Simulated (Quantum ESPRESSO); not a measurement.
# NaI (Fm-3m): modes at Γ and the response to a field

Which modes does NaI (Fm-3m) have at the zone centre?

Method: DFT LDA, scalar-relativistic, plane waves, PseudoDojo norm-conserving pseudopotentials, in Quantum ESPRESSO 7.5.

This is a report of a sequence of runs, with most program output left out.

## (1) The structure

It takes space group Fm-3m (No. 225, cubic). The conventional cell has a = 6.473 Å, b = 6.473 Å, c = 6.473 Å, α = 90.00°, β = 90.00°, γ = 90.00°. Nearest to Na lie 6 I at 3.24 Å. I has 6 Na at 3.24 Å nearest. Farther neighbours and most contacts between anions are not listed.

## (2) A probe with smearing

A cheap run with smearing and empty bands tells whether the crystal has a gap, which decides between fixed occupations and smearing later on.

Contents of probe.in:

```
&CONTROL
  calculation = 'scf'
  prefix      = 'x'
  outdir      = './tmp'
  pseudo_dir  = './pseudo'
  tprnfor     = .true.
  tstress     = .true.
  verbosity   = 'high'
/
&SYSTEM
  ibrav       = 0
  nat         = 2
  ntyp        = 2
  ecutwfc     = 88.0
  occupations = 'smearing'
  smearing    = 'gaussian'
  degauss     = 0.01
/
&ELECTRONS
  conv_thr         = 1.0d-07
  mixing_beta      = 0.7
  electron_maxstep = 100
/
ATOMIC_SPECIES
 Na     22.9898  Na.upf
 I     126.9045  I.upf
CELL_PARAMETERS angstrom
     0.000000000    3.236400000    3.236400000
     3.236400000    0.000000000    3.236400000
     3.236400000    3.236400000    0.000000000
ATOMIC_POSITIONS crystal
 Na     0.000000000   0.000000000   0.000000000
 I      0.500000000   0.500000000   0.500000000
K_POINTS automatic
 6 6 6 0 0 0
```

Launch:

```sh
OMP_NUM_THREADS=1 mpirun -n 4 pw.x -nk 4 -in probe.in > probe.out
```

The job ended after 5 s (4 MPI ranks of Intel Xeon at 2.70GHz, shared host; 18 s of CPU time).

Numbers from this step:

| Quantity | Value |
| --- | --- |
| volume per atom | 33.90 Å³ |
| pressure | -1.629 GPa |
| gap on the k-mesh | 3.329 eV |

A gap of 3.3 eV opens on this mesh, so the crystal is taken as an insulator; the start stands at -1.6 GPa.

## (3) Relaxing the cell and atoms

The relaxation runs at a cutoff a fifth above that of the response, since stress converges more slowly with the basis than frequencies do. Forces and stress are brought to rest with tight thresholds.

Contents of relax.in:

```
&CONTROL
  calculation   = 'vc-relax'
  prefix        = 'x'
  outdir        = './tmp'
  pseudo_dir    = './pseudo'
  tprnfor       = .true.
  tstress       = .true.
  forc_conv_thr = 2.0d-05
  etot_conv_thr = 1.0d-07
  nstep         = 40
/
&SYSTEM
  ibrav       = 0
  nat         = 2
  ntyp        = 2
  ecutwfc     = 106
  occupations = 'fixed'
  nbnd        = 10
/
&ELECTRONS
  conv_thr         = 1.0d-11
  mixing_beta      = 0.7
  electron_maxstep = 100
/
&IONS
/
&CELL
  press_conv_thr = 0.2
/
ATOMIC_SPECIES
 Na     22.9898  Na.upf
 I     126.9045  I.upf
CELL_PARAMETERS angstrom
     0.000000000    3.236400000    3.236400000
     3.236400000    0.000000000    3.236400000
     3.236400000    3.236400000    0.000000000
ATOMIC_POSITIONS crystal
 Na     0.000000000   0.000000000   0.000000000
 I      0.500000000   0.500000000   0.500000000
K_POINTS automatic
 6 6 6 0 0 0
```

Launch:

```sh
OMP_NUM_THREADS=1 mpirun -n 4 pw.x -nk 4 -in relax.in > relax.out
```

Run time: 49 s. Hardware: 4 MPI ranks; 3.2 min of CPU time.

Step by step:

```
step  energy less that of the first step (eV)  largest force (eV/Å)  pressure (GPa)  volume (Å³)
   1                                   0.0000                0.0000           -1.61        67.80
   2                                  -0.0054                0.0000           -1.51        67.24
   3                                  -0.0128                0.0000           -1.34        66.41
   4                                  -0.0220                0.0000           -1.07        65.18
   5                                  -0.0316                0.0000           -0.60        63.37
   6                                  -0.0353                0.0000            0.08        61.18
   7                                  -0.0353                0.0000           -0.01        61.43
   8                                  -0.0353                0.0000            0.00        61.42
   9                                  -0.0353                0.0000            0.00        61.42
```

```
conventional cell, symmetrised  before  after  change
                         a (Å)   6.473  6.263  -3.2 %
                         b (Å)   6.473  6.263  -3.2 %
                         c (Å)   6.473  6.263  -3.2 %
              volume (Å³/atom)   33.90  30.71  -9.4 %
```

Final coordinates:

```cif
data_structure
_symmetry_space_group_name_H-M 'P 1'
_symmetry_Int_Tables_number 1
_cell_length_a 4.4287
_cell_length_b 4.4287
_cell_length_c 4.4287
_cell_angle_alpha 60.000
_cell_angle_beta 60.000
_cell_angle_gamma 60.000
_cell_volume 61.42
loop_
_atom_site_label
_atom_site_type_symbol
_atom_site_fract_x
_atom_site_fract_y
_atom_site_fract_z
_atom_site_occupancy
Na1 Na 0.00000 0.00000 0.00000 1
I2 I 0.50000 0.50000 0.50000 1
```

The last row of the table of steps is pw.x's closing run on a basis chosen anew for the final cell, so its energy can jump.

This step gave:

- volume per atom: 30.71 Å³
- pressure: 0.001 GPa
- gap on the k-mesh: 3.611 eV

The volume changes by -9.4 % from the cell with which this run began.

## (4) Self-consistent run for the response

The response is built on this ground state, so it is converged far tighter than an energy would need. With a gap, occupations are fixed, which also allows the response to an electric field.

Contents of scf.in:

```
&CONTROL
  calculation = 'scf'
  prefix      = 'x'
  outdir      = './tmp'
  pseudo_dir  = './pseudo'
  tprnfor     = .true.
  tstress     = .true.
/
&SYSTEM
  ibrav       = 0
  nat         = 2
  ntyp        = 2
  ecutwfc     = 88.0
  occupations = 'fixed'
  nbnd        = 10
/
&ELECTRONS
  conv_thr         = 1.0d-12
  mixing_beta      = 0.7
  electron_maxstep = 100
/
ATOMIC_SPECIES
 Na     22.9898  Na.upf
 I     126.9045  I.upf
CELL_PARAMETERS angstrom
     0.000000000    3.131543905    3.131543905
     3.131543905    0.000000000    3.131543905
     3.131543905    3.131543905    0.000000000
ATOMIC_POSITIONS crystal
 Na     0.000000000   0.000000000   0.000000000
 I      0.500000000   0.500000000   0.500000000
K_POINTS automatic
 6 6 6 0 0 0
```

Launch:

```sh
OMP_NUM_THREADS=1 mpirun -n 4 pw.x -nk 4 -in scf.in > scf.out
```

Run time: 5.6 s. Hardware: 4 MPI ranks; 21 s of CPU time.

Read from the output:

```
pressure : -0.003000 GPa
```

The cell stands at -0.0030 GPa, close enough for phonons.

## (5) Linear response at Γ

At q = 0 one unit cell holds all displacements; symmetry groups them into irreducible representations that are solved one by one. The response to a field gives ε∞ and the Born charges, which polar modes need.

Contents of ph.in:

```
phonons
&INPUTPH
  prefix = 'x'
  outdir = './tmp'
  fildyn = 'g.dyn'
  tr2_ph = 1.0d-18
  epsil  = .true.
/
0.000000000000 0.000000000000 0.000000000000
```

Launch:

```sh
OMP_NUM_THREADS=1 mpirun -n 4 ph.x -nk 4 -in ph.in > ph.out
```

Wall time 85 s (4 MPI ranks).

Numbers from this step:

```
miss of the charge sum rule                                       : 0.01207 e
largest acoustic frequency at the zone centre before the sum rule : 3.71 cm⁻¹
highest optical zone-centre mode (no LO-TO term)                  : 130.5 cm⁻¹
lowest optical zone-centre mode                                   : 130.5 cm⁻¹
mean high-frequency dielectric constant                           : 3.670
largest Born charge in size (third of the trace)                  : 1.179 e
```

Born charge (rows field, columns displacement), before the sum rule (e), principal values of the symmetric part by kind of site:

```
atom  atoms with these values    low  middle   high   mean
 Na1                        1   1.17    1.17   1.17   1.17
  I2                        1  -1.18   -1.18  -1.18  -1.18
```

In full for Na1:

```
1.17 0.00 0.00
0.00 1.17 0.00
0.00 0.00 1.17
```

High-frequency dielectric tensor:

```
3.67 0.00 0.00
0.00 3.67 0.00
0.00 0.00 3.67
```

The acoustic modes at Γ come out as far as 3.7 cm⁻¹ from zero, where they should vanish, a small numerical error; the Born charges miss their sum rule by 0.012 e, which is good.

## (6) Modes with the sum rule

A rigid shift of the crystal must cost nothing, but grids and finite bases break this; the acoustic sum rule is imposed before the matrix is diagonalised again. With Born charges the intensities follow, and the static dielectric tensor.

Contents of dynmat.in:

```
&INPUT
  fildyn = 'g.dyn'
  asr    = 'simple'
  fileig = 'dynmat.eig'
  lperm  = .true.
/
```

Launch:

```sh
dynmat.x -in dynmat.in > dynmat.out
```

Wall time 0.68 s (1 thread).

Numbers from this step:

| Item | Value |
| --- | --- |
| highest optical zone-centre mode (no LO-TO term) | 130.2 cm⁻¹ |
| lowest optical zone-centre mode | 130.2 cm⁻¹ |
| mean static dielectric constant | 7.014 |

Unit eigenvectors of the mass-weighted matrix after the sum rule; no LO-TO term. The modes at Γ (shares of kinetic energy by element, %):

```
mode  frequency (cm⁻¹)  symmetry  Na %  I %
   1               0.0  acoustic    15   85
   2               0.0  acoustic    15   85
   3               0.0  acoustic    15   85
   4             130.2       T1u    85   15
   5             130.2       T1u    85   15
   6             130.2       T1u    85   15
```

Displacements in mode 6 (130.2 cm⁻¹), the largest set to 1:
```
Na1  1.00  0.00  0.00
I2  -0.18  0.00  0.00
```

Degenerate modes summed, no LO-TO term. Infrared lines, with heights relative to the strongest:

```
position (cm⁻¹)  lines merged  label  IR intensity, relative
            130             3    T1u                     100
```

Static dielectric tensor (ions relaxed, fixed cell):

```
7.01 0.00 0.00
0.00 7.01 0.00
0.00 0.00 7.01
```

The rule moves no optical mode by more than 0.3 cm⁻¹.

## (7) Modes along a direction of q (1 0 0)

A longitudinal polar mode sets up a macroscopic field that stiffens it; the term hangs on the direction from which q goes to zero.

Contents of dynmat.in:

```
&INPUT
  fildyn = 'g.dyn'
  asr    = 'simple'
  fileig = 'dynmat.eig'
  q(1)   = 1.0
  q(2)   = 0.0
  q(3)   = 0.0
/
```

Launch:

```sh
dynmat.x -in dynmat.in > dynmat.out
```

Run time: 0.65 s. Hardware: 1 thread.

This step gave:

| Property | Result |
| --- | --- |
| highest mode moved by the LO-TO term | 180.0 cm⁻¹ |

Zone-centre frequencies as printed; negative means imaginary. Modes:

```
mode  frequency (cm⁻¹)
   1                 0
   2                 0
   3                 0
   4             130.2
   5             130.2
   6               180
```

The field moves one mode, from 130 to 180 cm⁻¹; the others stay.

## (8) Summary of results

```yaml
space_group_after_relaxation: Fm-3m
volume_per_atom: 30.7 Å³
gap_on_the_k_mesh: 3.61 eV
highest_optical_zone_centre_mode_no_lo_to_term: 130.2 cm⁻¹
highest_mode_moved_by_the_lo_to_term: 180.0 cm⁻¹
mean_high_frequency_dielectric_constant: 3.67
largest_born_charge_in_size_third_of_the_trace: 1.18 e
mean_static_dielectric_constant: 7.01
imaginary_optical_modes_at_the_zone_centre_no_q_mesh_in_this_session: none
```

In words: At the LDA level the optical modes of NaI (Fm-3m) at the zone centre (no LO-TO term) lie at 130 cm⁻¹. Along the directions run, the highest mode that the macroscopic field moves lies at 180 cm⁻¹. Lattice motion raises the mean dielectric constant from 3.670 to 7.014. The Born charge of I is -1.179 e against a formal charge of -1, somewhat above it. The Lyddane-Sachs-Teller relation holds: (ωLO/ωTO)² is 1.91 and ε₀/ε∞ is 1.91. Left out of this account: PBE with PseudoDojo NC, since it is gradient-corrected and no frozen-mode check or second program bears its response out; PBEsol with PseudoDojo NC, since it is gradient-corrected and no frozen-mode check or second program bears its response out. What is said of the levels holds for those shown. These are harmonic frequencies at zero temperature: anharmonic shifts and linewidths and thermal expansion are left out. Spin-orbit coupling is left out, which can matter for the heavy elements here.

[Host names and launcher messages were left out of these logs when they were recorded.]

[Logs are printed without paths, hosts, clocks, repeated set-up lines and the standing remarks that a program may print on its own settings, such as how far it seeks lower states.]

[Hosts, paths, dates, database ids (printed as entryN), source tags and the programs' standing remarks are cut or masked in the printed files.]
